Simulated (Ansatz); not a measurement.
# bcc V(110) / bcc Cr(110) interface: specific resistance

How much resistance does one bcc V(110) / bcc Cr(110) interface add to a current across the layers?

Main program and level: Ansatz 0.2.0; Ansatz plane-wave DFT, PBE, PAW files; ballistic transport by layer matching (Landauer), zero bias; PAW set soft_1, in the first sound run; inputs show where later runs differ.

## 1. The starting structure

The cell holds 20 atoms: 10 V and 10 Cr. Cell: a = 2.559 Å, b = 2.559 Å, c = 41.862 Å, α = 90.0°, β = 90.0°, γ = 109.5°. It derives from V and Cr. Regions: V, 10 atoms (10 V); Cr, 10 atoms (10 Cr). The structure's axis is c.

## 2. Transmission: PBE

Both metals share one in-plane lattice, the mean of the two, each at its own atomic volume. The two leads are named in the middle of each metal, so that only one of the cell's two interfaces is crossed. The mesh across the current, 50×50, is finer than the density's, because channels open and close sharply across the zone. Energies from -0.27 to 0.27 eV in steps of 0.036 eV cover the slope of the Fermi function at 300 K, so the program can form a conductance.

input.yaml

```yaml
crystal:
  lattice:
    - [1.477475, -2.0894651831, 0.0]
    - [1.477475, 2.0894651831, 0.0]
    - [0.0, 0.0, 41.8617830098]
  atoms:
    - { symbol: V, position: [0.0, 0.0, 0.0238881368] }
    - { symbol: V, position: [0.5, 0.5, 0.0774892461] }
    - { symbol: V, position: [0.0, 0.0, 0.1310903554] }
    - { symbol: V, position: [0.5, 0.5, 0.1846914647] }
    - { symbol: V, position: [0.0, 0.0, 0.238292574] }
    - { symbol: V, position: [0.5, 0.5, 0.2918936833] }
    - { symbol: V, position: [0.0, 0.0, 0.3454947926] }
    - { symbol: V, position: [0.5, 0.5, 0.3990959019] }
    - { symbol: V, position: [0.0, 0.0, 0.4526970112] }
    - { symbol: V, position: [0.5, 0.5, 0.5062981204] }
    - { symbol: Cr, position: [0.0, 0.0, 0.5562981204] }
    - { symbol: Cr, position: [0.5, 0.5, 0.6026970112] }
    - { symbol: Cr, position: [0.0, 0.0, 0.6490959019] }
    - { symbol: Cr, position: [0.5, 0.5, 0.6954947926] }
    - { symbol: Cr, position: [0.0, 0.0, 0.7418936833] }
    - { symbol: Cr, position: [0.5, 0.5, 0.788292574] }
    - { symbol: Cr, position: [0.0, 0.0, 0.8346914647] }
    - { symbol: Cr, position: [0.5, 0.5, 0.8810903554] }
    - { symbol: Cr, position: [0.0, 0.0, 0.9274892461] }
    - { symbol: Cr, position: [0.5, 0.5, 0.9738881368] }
kpoints:
  mp_grid: { grid: [15, 15, 1] }
hamiltonian:
  xc: pbe
  pseudopotentials: { kind: paw, azcp: { folder: soft_1 } }
scf:
  occupations: { method: fermi_dirac, width: 0.1 }
output:
  transmission:
    leads: [[4, 5], [14, 15]]
    kmesh: [50, 50]
    e_range: [-0.27, 0.27]
    de: 0.036
  write_potential: true
  write_density: true
  volumetric_format: npy
  elf: true
```

Started as:

```console
$ ansatz run input.yaml --threads 4 --pin off --max-ram 15360MiB --backend cpu --events-out ev --progress --plain --runs-dir out
```

Numbers of over 12 decimals in the logs are rounded to 6 here.

Log:

```text
Engine: ansatz 0.2.0, aarch64-unknown-linux-gnu
Pseudopotentials: kind: paw
Pseudopotential: V, paw, valence charge 13, recommended cutoff 420 eV (normal), soft_1/V.paw.azcp
Pseudopotential: Cr, paw, valence charge 14, recommended cutoff 420 eV (normal), soft_1/Cr.paw.azcp
Functional definition: PBE
  parameter kappa = 0.804
  parameter beta = 0.066725
  exchange = pbe_x(kappa = kappa, mu = beta*pi^2/3)
  correlation = pbe_c(beta = beta)
Crystal: 20 atoms, lattice volume = 258.466 Å³
Basis set: ecut = 420 eV, 5013 PW (Γ)
Bands: 162, of which v1, the nominal top of the filled ones, is band 135 counted from 1 (134 counted from 0)
Symmetry: 8 space group operations
Space group: Cmme (ITA 67), of the structure as read, at distance tolerance 6.4e-5 Å
k-points: 64 of 225
Non-local potential: V, projectors of the file, l = 0: 3, l = 1: 2, l = 2: 3, l = 3: 1
Non-local potential: Cr, projectors of the file, l = 0: 3, l = 1: 2, l = 2: 3, l = 3: 1
PAW form: soft (Blöchl's): semilocal exchange-correlation on the pseudo side does not see the compensation charge
PAW one-centre angular grid: V, 590 points (default); XC on 64 Gauss nodes
PAW one-centre angular grid: Cr, 590 points (default); XC on 64 Gauss nodes
Initial density: superposition of atomic densities (chi_scale 0.1, normalization cell, long waves of neutral atoms (reshape's long-wave potential 4.62 eV rms, cloud 2.92 Å wide))
Initial wavefunctions: pseudopotential atomic-orbital guess
Functional: x = pbe(κ = 0.804, μ = 0.219515), c = pbe(β = 0.066725)
SCF iter   1: F=—  HF=-62945.994117 eV  |F-HF|=—  |Δ(HF+E_count)|=         —  Δρ=3.14e-1  dr2=1.05e4  ethr=3.10e-3  ⟨swp⟩=5.7  Hψ=35602  notcnv=0
preconditioner: auto → Kerker (q_TF=auto, 2.748 Å⁻¹)  [metal: Δε(μ)=0.002 eV  Ē_g=3.595 eV  σ=0.100 eV  W_gap=0.00  n_scr=80 (ndim 8)  ℏωp=24.2 eV  f_vac=0.000  D(μ)=26.13/eV (n_scr^D=332)]
SCF iter   2: F=—  HF=-62913.267035 eV  |F-HF|=—  |Δ(HF+E_count)|=    3.27e1  Δρ=1.60e-1  dr2=4.31e3  ethr=3.10e-3  ⟨swp⟩=4.1  Hψ=25893  notcnv=0
SCF iter   3: F=—  HF=-62901.984388 eV  |F-HF|=—  |Δ(HF+E_count)|=    1.13e1  Δρ=2.62e-2  dr2=1.41e2  ethr=3.10e-3  ⟨swp⟩=7.3  Hψ=28091  notcnv=0  defer=7
SCF iter   4: F=—  HF=-62901.612428 eV  |F-HF|=—  |Δ(HF+E_count)|=   3.72e-1  Δρ=7.42e-3  dr2=6.95e0  ethr=3.10e-3  ⟨swp⟩=6.0  Hψ=21868  notcnv=0  defer=6
SCF iter   5: F=—  HF=-62901.582891 eV  |F-HF|=—  |Δ(HF+E_count)|=   2.95e-2  Δρ=2.69e-3  dr2=3.04e-1  ethr=2.58e-3  ⟨swp⟩=4.0  Hψ=14531  notcnv=0  defer=18
SCF iter   6: F=—  HF=-62901.582503 eV  |F-HF|=—  |Δ(HF+E_count)|=   3.87e-4  Δρ=9.56e-4  dr2=4.55e-2  ethr=1.13e-4  ⟨swp⟩=3.2  Hψ=12480  notcnv=0  defer=17
SCF iter   7: F=—  HF=-62901.582636 eV  |F-HF|=—  |Δ(HF+E_count)|=   1.33e-4  Δρ=3.21e-4  dr2=2.23e-3  ethr=1.68e-5  ⟨swp⟩=1.7  Hψ=11095  notcnv=0  defer=4
SCF iter   8: F=—  HF=-62901.582650 eV  |F-HF|=—  |Δ(HF+E_count)|=   1.42e-5  Δρ=6.15e-5  dr2=5.25e-4  ethr=8.26e-7  ⟨swp⟩=2.1  Hψ=11483  notcnv=0  defer=3
SCF iter   9: F=—  HF=-62901.582635 eV  |F-HF|=—  |Δ(HF+E_count)|=   1.48e-5  Δρ=2.36e-5  dr2=4.48e-5  ethr=1.95e-7  ⟨swp⟩=1.5  Hψ=11104  notcnv=0  defer=1
SCF iter  10: F=—  HF=-62901.582956 eV  |F-HF|=—  |Δ(HF+E_count)|=   3.21e-4  Δρ=6.97e-6  dr2=1.57e-6  ethr=1.66e-8  ⟨swp⟩=2.0  Hψ=11344  notcnv=0
SCF iter  11: F=-62901.582956 eV  HF=-62901.582956 eV  |F-HF|=3.67e-8  |Δ(HF+E_count)|=   2.84e-8  Δρ=2.54e-6  dr2=3.71e-8  ethr=3.70e-11  ⟨swp⟩=11.4  Hψ=44038  notcnv=0
SCF 1 converged in 11 iterations: F = -62901.582956 eV  dr2 = 3.71e-8
  greatest PAW one-centre occupation: 1.000 electrons in one spin orbital (limit 2), on the Cr atom at site 18 (counted from 0), in its partial waves of l = 0
transmission: 1956 of 19530 steps passed
transmission: 3906 of 19530 steps passed
[...]
transmission: 19530 of 19530 steps passed
SCF converged after 11 iterations
Free energy (F): -62901.582956 eV
Harris-Foulkes:  -62901.582956 eV  (|F-HF|=3.67e-8)
Internal energy: -62900.801047 eV  (E = F + TS)
E sigma→0 (E₀):  -62901.192002 eV
Entropy (-TS):   -0.781909 eV (-39.095 meV/atom)
Fermi energy:    17.214859 eV
--- Per-component energies (eV) ---
  E_band       = -3102.710082
  E_kinetic    = 5973.927076
  E_local      = -43405.995670  (includes V_loc(G=0)·N_el)
  E_nonlocal   = 1231.033361
  E_hartree    = 20420.072279
  E_xc         = -2310.432298
  E_vxc        = -2931.947796  (∫ρ·V_xc dr)
  E_paw        = -23434.171102  (= ΣΔE_a)
  E_vpaw       = -4809.897769  (= ΣTr[D̂ρ^β])
  E_aug_tail   = 0.018346  (compensation charges beyond the density's cutoff)
  E_ewald      = -21375.253039
  E_smearing   = -0.781909  (= −TS)
  E_closure    = 0.000000  (closes the sum)
  Σ components = -62901.582956   (vs F -62901.582956, Δ=0.00e0)
--- Band table (eV; the first three rows and the last of 64) ---
  k-point 0: bands = [... 131 lower, 17.0111, 17.0356, 17.1385, 17.1410, 17.2412, 17.2437, 17.3052, 17.3065, ... 23 higher]
  k-point 1: bands = [... 131 lower, 17.0543, 17.0564, 17.1433, 17.2064, 17.2297, 17.2316, 17.2771, 17.3113, ... 23 higher]
  k-point 2: bands = [... 131 lower, 16.9635, 17.0185, 17.0577, 17.0700, 17.1090, 17.1366, 17.1709, 17.1893, ... 23 higher]
  k-point 63: bands = [... 131 lower, 17.9781, 18.0110, 18.0464, 18.1656, 18.1821, 18.3123, 18.4027, 18.6128, ... 23 higher]
--- Transmission ---
  basis      : 55 plane waves across, 30 finite elements along
  points     : 651, standing for a mesh of 50 x 50
  filling    : by the input's occupations and mesh, since the crystals that have channels conduct as metals do. If one of these is a semiconductor, that mesh has misplaced its level
  energies   : 16 from -0.270000 to 0.270000 eV about the Fermi level, 0.036000 eV apart; the leads are filled to 0.000000 eV, and channels, transmission and decay are at 0.018000 eV
  crystal 0  : V1, at the sites [4, 5], period 2.2438 Å, over 22.44 Å; its Hamiltonian steps by up to 1.1 meV
    offset         : up to 0.0000 Å between an atom of the period and one for which it stands
    filled         : 18.9 meV over the level at which it is neutral
    channels       : 1.512400e0 a spin
    conductance    : 1.9086e15 S/m² at 300 K; may be off by some 0.0 % by where its bands' edges are placed, 1.5 % from the k-mesh, 1.5 % from the distance to neutral
    slowest decay  : 0.0165 /Å at (-0.3000, 0.2800)
  crystal 1  : Cr1, at the sites [14, 15], period 1.9423 Å, over 19.42 Å; its Hamiltonian steps by up to 4.7 meV
    offset         : up to 0.0000 Å between an atom of the period and one for which it stands
    filled         : 22.4 meV under the level at which it is neutral
    channels       : 9.392000e-1 a spin
    conductance    : 1.1555e15 S/m² at 300 K; may be off by some 0.0 % by where its bands' edges are placed, 2.8 % from the k-mesh, 1.7 % from the distance to neutral
    slowest decay  : 0.0065 /Å at (0.3000, 0.2600)
  junction   : crystal 0 to crystal 1, 11.80 to 30.78 Å
    transmission   : 5.504159e-1 a spin
    conductance    : 6.7885e14 S/m² at 300 K (6.9363e14 on every other point, 6.7761e14 on every other energy)
    error estimate : 0.2 % from the energy spacing and 0.4 % from band edges of the leads and from resonances (wavevectors taken as independent; lower de), 3.0 % from the k-mesh, 3.4 % from the steps of its leads' Hamiltonians or their offsets (lay more layers), 0.2 % from the distance to neutral
    resistance     : 7.7844e-4 Ω µm² beyond half of each lead's own
```

Wall time 8.8 min (4 threads of Arm Neoverse V1, shared host); peak memory 2.4 GiB; 31 min of CPU time.

The column dr2 measures how far the density is from self-consistency, as an energy; F and HF (Harris–Foulkes) agree once it is small.

This run has no spin polarisation, although Cr and V can carry a moment.

This step gave:

```
free energy                                                                : -62901.5830 eV
energy at zero smearing                                                    : -62901.1920 eV
Fermi energy                                                               : 17.21 eV
cell area                                                                  : 6.174 Å²
step of the lead's potential                                               : 1.1 meV
ballistic conductance of the lead                                          : 1.91e15 S/m²
estimated errors of the lead's conductance                                 : 0, 1.5, 1.5 % (band edges, k-mesh, distance from neutral)
lead conductance per cell                                                  : 1.521 G₀
step of the upper lead's potential                                         : 4.7 meV
ballistic conductance of the upper lead                                    : 1.16e15 S/m²
conductance of the junction                                                : 6.79e14 S/m²
junction conductance per cell                                              : 0.5410 G₀
estimated errors of the junction's conductance                             : 0.2, 0.4, 3, 3.4, 0.2 % (energy step, band edges, k-mesh, leads' steps, distance from neutral)
area resistance that the stack adds (contact term taken off, spin by spin) : 0.7784 fΩ m²
```

Per spin. Table of transmission, zone mean by energy, zero at the Fermi level:

```
energy (eV)  transmission, zone mean
     -0.270                    0.484
     -0.234                    0.498
     -0.198                    0.503
     -0.162                    0.518
     -0.126                    0.527
     -0.090                    0.530
     -0.054                    0.534
     -0.018                    0.543
      0.018                    0.550
      0.054                    0.541
      0.090                    0.520
      0.126                    0.502
      0.162                    0.483
      0.198                    0.464
      0.234                    0.456
      0.270                    0.448
```

Per spin. Table of open channels, zone mean by energy, zero at the Fermi level:

```
energy (eV)  lead  upper lead
     -0.270  1.68       0.827
     -0.234  1.68       0.836
     -0.198  1.66       0.850
     -0.162  1.65       0.858
     -0.126  1.64       0.859
     -0.090  1.60       0.853
     -0.054  1.58       0.870
     -0.018  1.55       0.905
      0.018  1.51       0.939
      0.054  1.44       0.950
      0.090  1.37       0.986
      0.126  1.29        1.01
      0.162  1.24        1.02
      0.198  1.18        1.07
      0.234  1.12        1.17
      0.270  1.06        1.29
```

Transmission over k1 and k2. At -0.0180 eV from the Fermi level (the log's summary may quote the solved energy on the other side of it).

Ten even steps from '_' (0.00) to '@' (1.92), each cell a mean:
```
@@@@@@++==--==..__________**@@@@@@@@__________--++++++++%%@@
%%%%**==--__--______________++@@@@##__________--++++++++++**
++========::..________________....____________--++++++++++++
++--__::--==....--::__________________..::..__--++++++++++++
====--....__..::::==--..______________::----..::============
__________::::--==++++==____________..--==::__....__________
__________::====++++++++::__________::==++==------__________
____________::++++**##**--::....::----++++====--::..________
..______________::--==--..==**%%##**====--..____________....
%%**..______________..::++++++##%%@@**--..____________##@@@@
@@@@%%..______________++%%**++++##%%%%--______________%%@@@@
@@@@@@++____________..==%%%%##++++****::______________..##@@
####**..____________::==**%%%%##**==::--::________________::
____________....::--======++++++==::--++**====..____________
__________::--====++++==::..______::==##**++++==--__________
__________..--::::====--____________--++++++==--==::________
............::__..--==::____________..======----__..__......
++++++++++++++....----..________________--==::__--::....::==
++++++++++++++..__________________________........====--::==
++++++++++++++..__________==++--______________::__::====++++
@@##++++++++++..________--@@@@@@**..__________--::..==**%%@@
@@@@##++++++++..________--@@@@@@@@**__________--++==++**@@@@
```
Columns: k1 (b1) from -0.5 to 0.48; rows upwards: k2 (b2) from -0.5 to 0.48.

Open channels over k1 and k2. At -0.0180 eV from the Fermi level (the log's summary may quote the solved energy on the other side of it).

Ten even steps from '_' (0.00) to '@' (3.00), each cell a mean:
```
**********++++----::..****************##%%------==**********
********++__==----::__--**************@@@@------==**********
**********==::----==..__--************@@@@--------++********
**++__--++**::..--==--____--**********%%++----------==++****
======::::..----::--%%++::__::------::::--------------------
----------::::==----++**------------==++++++----------------
--::..======--------++**++----------********++------++++++==
++::______::##%%++**********++--==++**********--==%%@@@@@@%%
******--..__::--==******##@@@@@@@@##******++==..++**********
**********--__::----++##@@@@@@@@@@@@%%**------..************
************--::------%%@@@@@@@@@@@@@@==------..************
************--::------**@@@@@@@@@@@@@@**------..==**********
************------==++**%%@@@@@@@@@@%%****----::__::++******
****########..==++********####%%%%##**********##______::==**
++%%@@@@@@++----**********--------++****++====****----..__..
----------------++******==----------++**------::------------
------------------======::--::::::::==%%==::==**__::==------
++====------------------++++++++::__..--**--::..++--::..--**
********++--------==@@##**********==____==------::****++==**
**********++------++@@##************--__------==__==********
************------++@@##**************::__------==--********
************==------##****************++::------************
```
Columns: k1 (b1) from -0.5 to 0.48; rows upwards: k2 (b2) from -0.5 to 0.48.

ELF in the ca plane at fractional y = 0.000, with atoms of V and Cr within 0.2 Å of it. It is the smooth field of the valence electrons, not physical close to the nuclei.

Values, 5 rows by 16 columns, each cell a mean:
```
0.65 0.31 0.37 0.36 0.53 0.43 0.39 0.39 0.34 0.60 0.31 0.38 0.37 0.55 0.33 0.37
0.29 0.35 0.28 0.39 0.26 0.26 0.38 0.31 0.30 0.26 0.36 0.33 0.28 0.26 0.37 0.35
0.22 0.44 0.27 0.43 0.27 0.32 0.39 0.30 0.40 0.27 0.41 0.34 0.37 0.29 0.40 0.36
0.44 0.31 0.30 0.37 0.35 0.30 0.38 0.33 0.28 0.36 0.32 0.34 0.28 0.34 0.34 0.35
0.69 0.33 0.41 0.36 0.59 0.49 0.40 0.42 0.39 0.71 0.32 0.40 0.43 0.65 0.34 0.39
```
Columns run along c (16.0 Å, from fractional 0.34 to 0.72 of the cell), rows up along a (2.6 Å). Atoms in or near the plane, at fractional coordinates: V at (0.35, 0.00), V at (0.45, 0.00), Cr at (0.56, 0.00), Cr at (0.65, 0.00).

Electrostatic potential energy in the ca plane at fractional y = 0.000, with atoms of V and Cr within 0.2 Å of it. With pseudopotentials it is smooth inside the atoms' cores, unlike the true potential.

Values in eV, 5 rows by 16 columns, each cell a mean:
```
-21   9  17  17 -16 -10  18  17  -1 -13  14  17  -4 -12  15  17
  0  16  16  17   4   8  17  16  12   3  17  16  10   5  17  16
 13  18  15  18  14  16  17  15  17  14  17  16  16  14  17  16
-12  14  16  17  -5   0  17  16   7  -6  16  17   4  -5  16  17
-21   7  18  16 -18 -13  18  18  -3 -12  13  18  -6 -11  15  17
```
Columns run along c (16.0 Å, from fractional 0.34 to 0.72 of the cell; values clipped at the 3rd and 97th percentile), rows up along a (2.6 Å). Atoms in or near the plane, at fractional coordinates: V at (0.35, 0.00), V at (0.45, 0.00), Cr at (0.56, 0.00), Cr at (0.65, 0.00).

Valence density in the ca plane at fractional y = 0.000, with atoms of V and Cr within 0.2 Å of it. It is the smooth field of the valence electrons, not physical close to the nuclei.

Ten steps, logarithmic in the rise over the least value, from '0' (0 e/Å³) to '9' (20 e/Å³), each cell a mean:
```
88620000000478740000001489841000015897300000
66410000000256520000000256520000013664100000
22100000000022200000000022200000001221000000
00000000000000000000000001000000000010000000
11000000000011100000000011100000000111000000
45300000000145410000000145410000002453100000
78620000000378730000001478731000015886200000
99730000000589850000001589841000026997300000
```
Columns run along c (16.0 Å, from fractional 0.34 to 0.72 of the cell), rows up along a (2.6 Å). Atoms in or near the plane, at fractional coordinates: V at (0.35, 0.00), V at (0.45, 0.00), Cr at (0.56, 0.00), Cr at (0.65, 0.00).

The larger of the two leads' potential steps is 4.7 meV from period to period, small in itself. The program estimates the junction's conductance to 3 % from the k-mesh, 0.2 % from the leads' distance from neutral and 3.4 % from their steps.

## 3. Resistance: PBE

This step: Ansatz plane-wave DFT, PBE, PAW files; ballistic transport by layer matching (Landauer), zero bias; specific resistance of one interface, 1/T less the mean of the leads' 1/N; PAW set soft_1 (Ansatz 0.2.0).

This step gave:

| Quantity | Value |
| --- | --- |
| area resistance | 0.7728 fΩ m² |
| T over the leads' mean channel count | 0.4450 |
| twice the interface resistance (2AR, or 2AR* for magnets) | 1.546 fΩ m² |

Twice the interface resistance is 1.55 fΩ m² here.

By hand, with T and the leads' channels N averaged over the energies near the Fermi level: RA = A (h/2e²)(1/T − ½[1/N₁ + 1/N₂]) = 6.174×10⁻²⁰ m² × 12 906 Ω × (1/0.5421 − ½[1/1.521 + 1/0.9158]) = 0.773 fΩ m².

[end of part 1 of 3]

[Logs are printed without paths, hosts, clocks, repeated set-up lines and the standing remarks that a program may print on its own settings, such as how far it seeks lower states.]

[Hosts, paths, dates, database ids (printed as entryN), source tags and the programs' standing remarks are cut or masked in the printed files.]
